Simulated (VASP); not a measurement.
# Be (Fm-3m) in VASP: notebook

The runs below take Be through relaxation of cell and atoms, with PBE+D3(BJ), revPBE.

All numbers are computed with VASP 6.6.1; they aren't measurements. Logs are shortened: lines on timing, memory, paths and dates and some standing lists are left out, and cuts for length are marked.

### Step 1. The crystal as given

It takes space group Fm-3m (No. 225, cubic). Conventional cell: a = 3.158 Å, b = 3.158 Å, c = 3.158 Å, α = 90.00°, β = 90.00°, γ = 90.00°. Be (site symmetry m-3m) has 12 Be at 2.23 Å as nearest neighbours.

The cell was built by a generator and needn't be a form met in nature.

### Step 2. Relaxation of cell and atoms, PBE+D3(BJ)

File run.py:

```python
from ase import Atoms
from ase.calculators.vasp import Vasp

atoms = Atoms(
    ['Be'],
    cell=[[0.0, 1.57905, 1.57905], [1.57905, 0.0, 1.57905], [1.57905, 1.57905, 0.0]],
    scaled_positions=[[0.0, 0.0, 0.0]],
    pbc=True,
)
calc = Vasp(
    directory='calc',
    xc='pbe',
    pp='PBE',
    setups='minimal',
    pp_version='54',
    prec='Accurate',
    encut=580,
    ediff=1e-07,
    ismear=-1,
    sigma=0.05,
    lreal=False,
    lasph=True,
    nelm=60,
    algo='Normal',
    isif=3,
    lwave=False,
    lcharg=False,
    ivdw=12,
    ibrion=2,
    nsw=60,
    ediffg=0.0001,
    kpts=[14, 14, 14],
    gamma=True,
    nbands=25,
)
atoms.calc = calc

print('energy (eV):', atoms.get_potential_energy())
print('free energy (eV):', atoms.get_potential_energy(force_consistent=True))
print('forces (eV/A):')
print(atoms.get_forces())
print('stress (eV/A^3, Voigt):', atoms.get_stress())
print('Fermi level (eV):', calc.get_fermi_level())
print('cell (A, degrees):', atoms.cell.cellpar())
print('volume (A^3):', atoms.get_volume())
print('scaled positions:')
print(atoms.get_scaled_positions())
```

Potentials or basis: VASP PAW PBE potentials, release 54 (Be).

Run with:

```bash
python run.py
```

What it wrote:

```text
energy (eV): -4.05017237
free energy (eV): -4.05054139
forces (eV/A):
[[0. 0. 0.]]
stress (eV/A^3, Voigt): [ 0.00030887  0.00030887  0.00030887 -0.          0.         -0.        ]
Fermi level (eV): 8.04388354
cell (A, degrees): [ 2.18697635  2.18697635  2.18697635 60.         60.         60.        ]
volume (A^3): 7.39634669023742
scaled positions:
[[0. 0. 0.]]
```

OUTCAR:

```text
ENCUT = 580.000000
   EDIFF = 1.00e-07
   EDIFFG = 1.00e-04
   GGA = PE
   PREC = Accurate
   IBRION = 2
   ISIF = 3
   ISMEAR = -1
   NELM = 60
   NSW = 60
   IVDW = 12
   LASPH = .TRUE.
   LREAL = .FALSE.
 IVDW          = 12

 ion  position               nearest neighbor table
   1  0.000  0.000  0.000-

  LATTYP: Found a face centered cubic cell.
 ALAT       =     3.1581000000

  Lattice vectors:

 A1 = (   0.0000000000,   1.5790500000,   1.5790500000)
 A2 = (   1.5790500000,   0.0000000000,   1.5790500000)
 A3 = (   1.5790500000,   1.5790500000,   0.0000000000)

Analysis of symmetry for initial positions (statically):
=====================================================================
 Subroutine PRICEL returns:
 Original cell was already a primitive cell.

 Routine SETGRP: Setting up the symmetry group for a
 face centered cubic supercell.

 Subroutine GETGRP returns: Found 48 space group operations
 (whereof 48 operations were pure point group operations)
 out of a pool of 48 trial point group operations.

The static configuration has the point symmetry O_h .

Analysis of symmetry for dynamics (positions and initial velocities):
=====================================================================
 Subroutine PRICEL returns:
 Original cell was already a primitive cell.

 Routine SETGRP: Setting up the symmetry group for a
 face centered cubic supercell.

 Subroutine GETGRP returns: Found 48 space group operations
 (whereof 48 operations were pure point group operations)
 out of a pool of 48 trial point group operations.

The dynamic configuration has the point symmetry O_h .

 Subroutine INISYM returns: Found 48 space group operations
 (whereof 48 operations are pure point group operations),
 and found     1 'primitive' translations

----------------------------------------------------------------------------------------

                                     Primitive cell
[... 118 lines left out ...]
   LEPSILON=     F    determine dielectric tensor
   LRPA    =     F    only Hartree local field effects (RPA)
 conjugate gradient relaxation of ions
 non-spin polarized calculation
  energy-cutoff  :      580.00
  volume of cell :        7.87
 maximum number of plane-waves:       265
 NGX is ok and might be reduce to    18
   NGX =  9   NGY =  9   NGZ =  9

--------------------------------------- Ionic step        1  -------------------------------------------

 number of electron       2.0000000 magnetization

 Free energy of the ion-electron system (eV)
  ---------------------------------------------------
  ext. energy  EPLUGINS =         0.00000000
  ---------------------------------------------------
  free energy    TOTEN  =        -3.68205408 eV

  energy without entropy =       -3.68103510  energy(sigma->0) =       -3.68154459

------------------------ aborting loop because EDIFF is reached ----------------------------------------

 Edisp (eV)   -0.35657

 E8    (eV) :    -0.1235
[... 69 lines left out ...]
--------------------------------------- Ionic step        3  -------------------------------------------

 number of electron       2.0000000 magnetization

 Free energy of the ion-electron system (eV)
  ---------------------------------------------------
  ext. energy  EPLUGINS =         0.00000000
  ---------------------------------------------------
  free energy    TOTEN  =        -3.67006968 eV

  energy without entropy =       -3.66933163  energy(sigma->0) =       -3.66970066

 E-fermi :   8.0439     XC(G=0): -10.8314

 val. band max:        7.9309348104   @ k =  -0.2857   0.4286   0.2143
 cond. band min:       8.0892734305   @ k =  -0.2857   0.5000   0.2143
 fundamental gap:      0.1583386201
 Fermi energy:         8.0438835391

 k-point     1 :       0.0000    0.0000    0.0000
  band No.  band energies     occupation
      1      -4.1399      2.00000
      2      28.5430      0.00000
      3      28.5430      0.00000
      4      28.5430      0.00000
      5      38.3879      0.00000
      6      38.3879      0.00000
      7      38.3879      0.00000
      8      40.7573      0.00000
      9      49.9726      0.00000
     10      52.4781      0.00000
     11      52.4781      0.00000
     12      52.4781      0.00000
     13      52.6488      0.00000
[... 354 lines left out ...]
  band No.  band energies     occupation
      1      -1.5902      2.00000
      2      18.6861      0.00000
      3      23.1047      0.00000
      4      26.9809      0.00000
      5      31.5816      0.00000
      6      34.9195      0.00000
      7      44.3732      0.00000
      8      46.9398      0.00000
      9      49.0988      0.00000
     10      53.4936      0.00000
     11      58.2908      0.00000
     12      64.1351      0.00000
     13      64.8802      0.00000

 [... further k-points ...]

 [bands above 13 left out]

------------------------ aborting loop because EDIFF is reached ----------------------------------------

 Edisp (eV)   -0.38047

 E8    (eV) :    -0.1319
[... 24 lines left out ...]
  FREE ENERGIE OF THE ION-ELECTRON SYSTEM (eV)
  ---------------------------------------------------
  free  energy   TOTEN  =        -4.0505413884 eV

  energy  without entropy=       -4.0498033432  energy(sigma->0) =       -4.05017237

 reached required accuracy - stopping structural energy minimisation
```

INCAR:

```text
ENCUT = 580.000000
SIGMA = 0.050000
EDIFF = 1.00e-07
EDIFFG = 1.00e-04
ALGO = Normal
GGA = PE
PREC = Accurate
IBRION = 2
ISIF = 3
ISMEAR = -1
NBANDS = 25
NELM = 60
NSW = 60
IVDW = 12
LASPH = .TRUE.
LCHARG = .FALSE.
LWAVE = .FALSE.
LREAL = .FALSE.
```

Run time: 46 s. Hardware: 1 thread of Intel Xeon Platinum 8488C (Sapphire Rapids), shared host; peak memory 0.14 GiB.

What came out:

```
Free energy                            : -4.0505 eV
Relaxed volume                         : 7.40 Å³/atom
Relaxed cell                           : a = 2.187 Å, b = 2.187 Å, c = 2.187 Å, α = 60.00°, β = 60.00°, γ = 60.00°
Space group after relaxing (to 0.05 Å) : Fm-3m (No. 225)
Energy gained by relaxing              : 11.9 meV/atom
Ionic steps                            : 3
Pressure after relaxing                : 0.0 GPa
Band gap on the k mesh                 : none (metal or under the smearing width)
Dispersion energy per atom             : -0.380 eV
```

The path:
| step | energy change (eV) | largest force (eV/Å) | pressure (GPa) | volume (Å³) |
| --- | --- | --- | --- | --- |
| 1 | 0.0000 | 0.0000 | -7.54 | 7.87 |
| 2 | -0.0117 | 0.0000 | -1.17 | 7.46 |
| 3 | -0.0119 | 0.0000 | -0.05 | 7.40 |

Final structure:
```xyz
1
Lattice="0.0000 1.5464 1.5464 1.5464 0.0000 1.5464 1.5464 1.5464 0.0000" Properties=species:S:1:pos:R:3 pbc="T T T"
Be    0.0000    0.0000    0.0000
```

Caveat: pairwise dispersion overbinds metals, which lowers pressure and volume.

### Step 3. Relaxation of cell and atoms, revPBE

File INCAR:

```
SYSTEM = Be
PREC = Accurate
ENCUT = 600
EDIFF = 1E-6
ISMEAR = -1
SIGMA = 0.05
LREAL = .False.
LASPH = .True.
NELM = 100
ALGO = Fast
ISIF = 3
LWAVE = .False.
LCHARG = .False.
GGA = RE
IBRION = 2
NSW = 40
EDIFFG = -0.02
```

File KPOINTS:

```
Automatic mesh
0
Gamma
  14 14 14
  0 0 0
```

File POSCAR:

```
Be
1.0
    0.0000000000      1.5790500000      1.5790500000
    1.5790500000      0.0000000000      1.5790500000
    1.5790500000      1.5790500000      0.0000000000
Be
1
Direct
    0.0000000000      0.0000000000      0.0000000000
```

Potentials or basis: VASP PAW PBE potentials, release 64 (Be).

Run with:

```bash
cat potpaw_PBE.64/Be/POTCAR > POTCAR
mpirun -np 1 vasp_std > vasp.out
```

Run time: 5.3 s. Hardware: 1 thread of Intel Xeon Platinum 8375C at 2.90GHz (Ice Lake), shared host; peak memory 0.11 GiB.

Results (log left out):

```yaml
Free_energy: -3.4708 eV
Relaxed_volume: 8.05 Å³/atom
Relaxed_cell: a = 2.250 Å, b = 2.250 Å, c = 2.250 Å, α = 60.00°, β = 60.00°, γ = 60.00°
Space_group_after_relaxing_to_0.05_Å: Fm-3m (No. 225)
Energy_gained_by_relaxing: 1.4 meV/atom
Ionic_steps: 3
Pressure_after_relaxing: 0.0 GPa
Band_gap_on_the_k_mesh: none (metal or under the smearing width)
```

The path:
```csv
step,energy change (eV),largest force (eV/Å),pressure (GPa),volume (Å³)
1,0.0000,0.0000,2.62,7.87
2,-0.0014,0.0000,0.41,8.02
3,-0.0014,0.0000,-0.02,8.05
```

Final structure:
```
Be
1.0
     0.00000    1.59084    1.59084
     1.59084    0.00000    1.59084
     1.59084    1.59084    0.00000
Be
1
Direct
  0.00000 0.00000 0.00000
```

Levels at points of the mesh, in eV from the Fermi level:
```csv
k point,band 1,band 2,band 3,band 4,band 5
"(0.00, 0.00, 0.00)",-11.74,19.32,19.32,19.32,28.67
"(0.50, 0.00, 0.00)",-5.15,-0.04,16.41,16.41,25.86
"(0.50, 0.50, 0.00)",-2.56,3.76,9.50,9.50,14.95
```

Caveat: the PAW data sets were made with another functional, which shifts forces and pressure a little.
